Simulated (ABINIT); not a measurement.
# Sn (Immm) in ABINIT: convergence with smearing width

Aim: find how far smearing width must go before the results for Sn settle, at RPBE. This setting moves, with any that are tied to it; all else stays.

Program: ABINIT 10.8.3 (patched build). These are calculated values, not measurements. Logs are shortened: lines on timing, memory, paths and dates and some standing lists are left out, and cuts for length are marked. The log counts tension as positive stress, the text compression.

### Step 1. The crystal as given

The structure is orthorhombic, space group Immm (No. 71). Conventional cell: a = 3.453 Å, b = 3.551 Å, c = 4.677 Å, α = 90.00°, β = 90.00°, γ = 90.00°. Sn (site symmetry mmm) is surrounded by 12 Sn at 3.41 to 3.55 Å.

This isn't the form of Sn at room conditions, which is tetragonal (white tin).

### Step 2. With smearing width 0.272 eV

Contents of run.abi:

```
pp_dirpath "./"
pseudos "Sn.upf"

acell 3*1.0 Angstrom
rprim
    -1.7265390000     1.7755470000     2.3383420000
     1.7265390000    -1.7755470000     2.3383420000
     1.7265390000     1.7755470000    -2.3383420000
ntypat 1
znucl 50
natom 1
typat 1
xred
     0.0000000000     0.0000000000     0.0000000000
chkprim 0
chksymtnons 0
tolsym 1.0e-6

ecut 1387.780699 eV

kptopt 1
ngkpt 7 7 7
nshiftk 1
shiftk 0.0 0.0 0.0

ixc 15

nband 15
occopt 6
tsmear 0.00999582

nstep 100
tolvrs 1.0e-10

iomode 3
prtwf 0
prtden 0
prteig 0
prtebands 0
enunit 2
```

Potentials or basis: PseudoDojo NC SR PBE v0.5 stringent.

Run with:

```bash
$ abinit run.abi > log 2>&1
```

run.abo:

```text
.Version 10.8.3 of ABINIT
 Symmetries : space group Im m m (# 71); Bravais oI (body-center ortho.)
================================================================================
 Values of the parameters that define the memory need of the present run
     intxc =       0    ionmov =       0      iscf =       7    lmnmax =       6
     lnmax =       6     mgfft =      45  mpssoang =       3    mqgrid =    3001
     natom =       1  nloc_mem =       1    nspden =       1   nspinor =       1
    nsppol =       1      nsym =       8    n1xccc =    2501    ntypat =       1
    occopt =       6   xclevel =       2
       mpw =        3393          nfft =       91125          nkpt =          64
================================================================================
================================================================================

--------------------------------------------------------------------------------
------------- Echo of variables that govern the present computation ------------
--------------------------------------------------------------------------------
 -outvars: echo values of preprocessed input variables --------
            acell      1.8897261259E+00  1.8897261259E+00  1.8897261259E+00 Bohr
              amu      1.18710000E+02
          chkprim           0
      chksymtnons           0
             ecut      5.10000000E+01 Hartree
           enunit           2
                       outvar_i_n : Printing only first  50 k-points.
              ixc          15
                       outvar_i_n : Printing only first  50 k-points.
         kptrlatt        7    0    0      0    7    0      0    0    7
          kptrlen      4.50558433E+01
            natom           1
            nband          15
            ngfft          45      45      45
             nkpt          64
            nstep         100
             nsym           8
           ntypat           1
                       prtocc : prtvol=0, do not print more k-points.
           occopt           6
           prtden           0
        prtebands           0
           prteig           0
            prtwf           0
            rprim     -1.7265390000E+00  1.7755470000E+00  2.3383420000E+00
                       1.7265390000E+00 -1.7755470000E+00  2.3383420000E+00
                       1.7265390000E+00  1.7755470000E+00 -2.3383420000E+00
          spgroup          71
           tolsym      1.00000000E-06
           tolvrs      1.00000000E-10
           tsmear      9.99582000E-03 Hartree
            typat      1
                       outvars : Printing only first  50 k-points.
            znucl       50.00000

================================================================================

 chkinp: Checking input parameters for consistency.

================================================================================
== DATASET  1 ==================================================================

--- !DatasetInfo
iteration_state: {dtset: 1, }
dimensions: {natom: 1, nkpt: 64, mband: 15, nsppol: 1, nspinor: 1, nspden: 1, mpw: 3393, }
[... 69 lines left out ...]
- [  0.00000000E+00,  -2.16396869E-05,   0.00000000E+00, ]
- [  0.00000000E+00,   0.00000000E+00,   1.90867797E-05, ]
pressure_GPa:   6.1422E-01
xred      :
- [  0.0000E+00,   0.0000E+00,   0.0000E+00, Sn]
cartesian_forces: # hartree/bohr
- [ -0.00000000E+00,  -0.00000000E+00,  -0.00000000E+00, ]
force_length_stats: {min:   0.00000000E+00, max:   0.00000000E+00, mean:   0.00000000E+00, }
...

 Integrated electronic density in atomic spheres:
 ------------------------------------------------
 Atom  Sphere_radius  Integrated_density
    1        2.00000         18.50395435
================================================================================

 ----iterations are completed or convergence reached----

 Mean square residual over all n,k,spin=   68.179E-09; max=  23.791E-06
 reduced coordinates (array xred) for    1 atoms
       0.000000000000      0.000000000000      0.000000000000
 rms dE/dt=  0.0000E+00; max dE/dt=  0.0000E+00; dE/dt below (all hartree)
    1       0.000000000000      0.000000000000      0.000000000000

 cartesian coordinates (angstrom) at end:
    1      0.00000000000000     0.00000000000000     0.00000000000000

 cartesian forces (hartree/bohr) at end:
    1     -0.00000000000000    -0.00000000000000    -0.00000000000000
 frms,max,avg= 0.0000000E+00 0.0000000E+00   0.000E+00  0.000E+00  0.000E+00 h/b

 cartesian forces (eV/Angstrom) at end:
    1     -0.00000000000000    -0.00000000000000    -0.00000000000000
 frms,max,avg= 0.0000000E+00 0.0000000E+00   0.000E+00  0.000E+00  0.000E+00 e/A
 length scales=  1.889726125908  1.889726125908  1.889726125908 bohr
              =  1.000000000000  1.000000000000  1.000000000000 angstroms
 Fermi (or HOMO) energy (hartree) =   0.31920   Average Vxc (hartree)=  -0.38030
 Eigenvalues (hartree) for nkpt=  64  k points:
 kpt#   1, nband= 15, wtk=  0.00292, kpt=  0.0000  0.0000  0.0000 (reduced coord)
  -4.45095   -2.82580   -2.82575   -2.82562   -0.48156   -0.48110   -0.48033   -0.47927
  -0.47805   -0.08157    0.57373    0.57907    0.59392    0.70700    0.72002
      occupation numbers for kpt#   1
   2.00000    2.00000    2.00000    2.00000    2.00000    2.00000    2.00000    2.00000
   2.00000    2.00000    0.00000    0.00000    0.00000    0.00000    0.00000
 prteigrs : prtvol=0 or 1, do not print more k-points.

 Fermi (or HOMO) energy (eV) =   8.68590   Average Vxc (eV)= -10.34839
 Eigenvalues (   eV  ) for nkpt=  64  k points:
 kpt#   1, nband= 15, wtk=  0.00292, kpt=  0.0000  0.0000  0.0000 (reduced coord)
-121.11650  -76.89386  -76.89251  -76.88917  -13.10383  -13.09133  -13.07053  -13.04153
 -13.00848   -2.21952   15.61202   15.75726   16.16151   19.23851   19.59261
 prteigrs : prtvol=0 or 1, do not print more k-points.

--- !EnergyTerms
iteration_state     : {dtset: 1, }
comment             : Components of total free energy in Hartree
kinetic             :  7.70033741848236E+01
hartree             :  7.16995955047860E+01
xc                  : -2.70416322407929E+01
Ewald energy        : -1.20833096281341E+02
psp_core            :  3.10516774878778E+00
local_psp           : -2.19545228690663E+02
non_local_psp       : -6.00011167007957E+00
internal            : -2.21611931444479E+02
'-kT*entropy'       : -1.15054093084727E-04
total_energy        : -2.21612046498572E+02
total_energy_eV     : -6.03037099403496E+03
band_energy         : -3.00494578444828E+01
...

 Cartesian components of stress tensor (hartree/bohr^3)
  sigma(1 1)= -6.00780054E-05  sigma(3 2)=  0.00000000E+00
  sigma(2 2)= -2.16396869E-05  sigma(3 1)=  0.00000000E+00
  sigma(3 3)=  1.90867797E-05  sigma(2 1)=  0.00000000E+00

-Cartesian components of stress tensor (GPa)         [Pressure=  6.1422E-01 GPa]
- sigma(1 1)= -1.76755594E+00  sigma(3 2)=  0.00000000E+00
- sigma(2 2)= -6.36661569E-01  sigma(3 1)=  0.00000000E+00
- sigma(3 3)=  5.61552447E-01  sigma(2 1)=  0.00000000E+00

== END DATASET(S) ==============================================================
================================================================================

 -outvars: echo values of variables after computation  --------
            acell      1.8897261259E+00  1.8897261259E+00  1.8897261259E+00 Bohr
           etotal     -2.2161204650E+02
            fcart     -0.0000000000E+00 -0.0000000000E+00 -0.0000000000E+00
            rprim     -1.7265390000E+00  1.7755470000E+00  2.3383420000E+00
                       1.7265390000E+00 -1.7755470000E+00  2.3383420000E+00
                       1.7265390000E+00  1.7755470000E+00 -2.3383420000E+00
           strten     -6.0078005400E-05 -2.1639686896E-05  1.9086779718E-05
                       0.0000000000E+00  0.0000000000E+00  0.0000000000E+00
 Calculation completed.
```

Wall time 96 s (1 thread of Arm Neoverse V1, shared host); peak memory 0.13 GiB.

Results:

```yaml
Free_energy: -6030.3710 eV
Pressure: 0.6 GPa
Band_gap_on_the_k_mesh: none (metal or under the smearing width)
Valence_electrons_inside_the_program's_atomic_spheres: Sn 18.50 (radii [1.0584] Å)
```

### Step 3. With smearing width 0.2 eV

Edit run.abi of step 2 so:

```diff
@@ -29,3 +29,3 @@
 occopt 6
-tsmear 0.00999582
+tsmear 0.00734986
```

Potentials or basis: PseudoDojo NC SR PBE v0.5 stringent.

Run with:

```bash
$ abinit run.abi > log 2>&1
```

Run time: 1.7 min. Hardware: 1 thread of Arm Neoverse V1, shared host; peak memory 0.13 GiB.

The run converged. Its results:

```
Free energy                                           : -6030.3702 eV
Pressure                                              : 0.6 GPa
Band gap on the k mesh                                : none (metal or under the smearing width)
Valence electrons inside the program's atomic spheres : Sn 18.50 (radii [1.0584] Å)
```

### Step 4. With smearing width 0.136 eV

Edit run.abi of step 3 so:

```diff
@@ -29,3 +29,3 @@
 occopt 6
-tsmear 0.00734986
+tsmear 0.00499791
```

Run with:

```bash
$ abinit run.abi > log 2>&1
```

It took 1.7 min on 1 thread of Arm Neoverse V1, shared host; peak memory 0.13 GiB.

It converged, with:

```
Free energy                                           : -6030.3695 eV
Pressure                                              : 0.7 GPa
Band gap on the k mesh                                : none (metal or under the smearing width)
Valence electrons inside the program's atomic spheres : Sn 18.50 (radii [1.0584] Å)
```

### Step 5. With smearing width 0.1 eV

Edit run.abi of step 4 so:

```diff
@@ -29,3 +29,3 @@
 occopt 6
-tsmear 0.00499791
+tsmear 0.00367493
```

Run with:

```bash
$ abinit run.abi > log 2>&1
```

It took 1.7 min on 1 thread of Arm Neoverse V1, shared host; peak memory 0.13 GiB.

It converged, with:

```yaml
Free_energy: -6030.3690 eV
Pressure: 0.7 GPa
Band_gap_on_the_k_mesh: none (metal or under the smearing width)
Valence_electrons_inside_the_program's_atomic_spheres: Sn 18.50 (radii [1.0584] Å)
```

### Step 6. With smearing width 0.05 eV

Edit run.abi of step 5 so:

```diff
@@ -29,3 +29,3 @@
 occopt 6
-tsmear 0.00367493
+tsmear 0.00183747
```

Potentials or basis: PseudoDojo NC SR PBE v0.5 stringent.

Run with:

```bash
$ abinit run.abi > log 2>&1
```

Run time: 1.7 min. Hardware: 1 thread of Arm Neoverse V1, shared host; peak memory 0.13 GiB.

Results (log left out):

* Free energy: -6030.3688 eV
* Pressure: 0.7 GPa
* Band gap on the k mesh: none (metal or under the smearing width)
* Valence electrons inside the program's atomic spheres: Sn 18.50 (radii [1.0584] Å)

### Step 7. With smearing width 0.025 eV

Edit run.abi of step 6 so:

```diff
@@ -29,3 +29,3 @@
 occopt 6
-tsmear 0.00183747
+tsmear 0.00091873
```

Run with:

```bash
$ abinit run.abi > log 2>&1
```

Wall time 94 s (1 thread of Arm Neoverse V1, shared host); peak memory 0.13 GiB.

It converged, with:

```yaml
Free_energy: -6030.3687 eV
Pressure: 0.6 GPa
Band_gap_on_the_k_mesh: none (metal or under the smearing width)
Valence_electrons_inside_the_program's_atomic_spheres: Sn 18.50 (radii [1.0584] Å)
```

### Step 8. With smearing width 0.01 eV

Edit run.abi of step 7 so:

```diff
@@ -29,3 +29,3 @@
 occopt 6
-tsmear 0.00091873
+tsmear 0.00036749
```

Run with:

```bash
$ abinit run.abi > log 2>&1
```

Run time: 1.7 min. Hardware: 1 thread of Arm Neoverse V1, shared host; peak memory 0.13 GiB.

The run converged. Its results:

```
Free energy                                           : -6030.3687 eV
Pressure                                              : 0.6 GPa
Band gap on the k mesh                                : none (metal or under the smearing width)
Valence electrons inside the program's atomic spheres : Sn 18.50 (radii [1.0584] Å)
```

### Step 9. Result

```csv
smearing width,energy less the tightest run (meV/atom),pressure (GPa),SCF cycles,CPU time (s),peak memory (GiB)
0.272 eV,-2.27,0.61,9,96,0.13
0.2 eV,-1.47,0.64,10,100,0.13
0.136 eV,-0.75,0.66,10,100,0.13
0.1 eV,-0.32,0.66,10,100,0.13
0.05 eV,-0.05,0.66,10,100,0.13
0.025 eV,0.01,0.63,9,94,0.13
0.01 eV,0.00,0.64,10,100,0.13
```

Against the tightest run, the energy stays within 1 meV/atom from 0.136 eV on; the pressure stays within 0.1 GPa from 0.272 eV on. Narrower smearing needs a denser k mesh, so at a fixed mesh the narrowest width isn't the most accurate. The tightest run that finished is the yardstick and may itself not be fully converged.

Caveats: all runs use coarse meshes; the potentials were made for another functional, which shifts forces and pressure.
